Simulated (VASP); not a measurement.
KF (Carobbiite):

```
CELL_PARAMETERS angstrom
0.00000 2.65896 2.65896
2.65896 0.00000 2.65896
2.65896 2.65896 0.00000
ATOMIC_POSITIONS crystal
K 0.00000 0.00000 0.00000
F 0.50000 0.50000 0.50000
```

Base run:

| Item | Value |
| --- | --- |
| Program | VASP 6.6.1 |
| Functional | PBE |
| Potentials or basis | VASP PAW PBE potentials, release 64 (K_sv, F) |
| Cutoff | 520 eV |
| k mesh | 6 × 6 × 6 |
| Occupations | gaussian, width 0.01 eV |
| Spin | no spin polarisation |

Its results: band gap on the k mesh 6.24 eV, direct; pressure 2.0 GPa.

Question: The run is repeated on the same cell with these changes: functional from PBE to HSE06; k mesh from 6 × 6 × 6 to 4 × 4 × 4. What comes out?

Answer: Band gap on the k mesh 8.24 eV, direct; pressure 1.1 GPa.

Several settings changed at once, so the effect can't be laid on one alone.

Caveats: some runs use coarse meshes; the PAW data sets were made with another functional, which shifts forces and pressure a little (some runs).

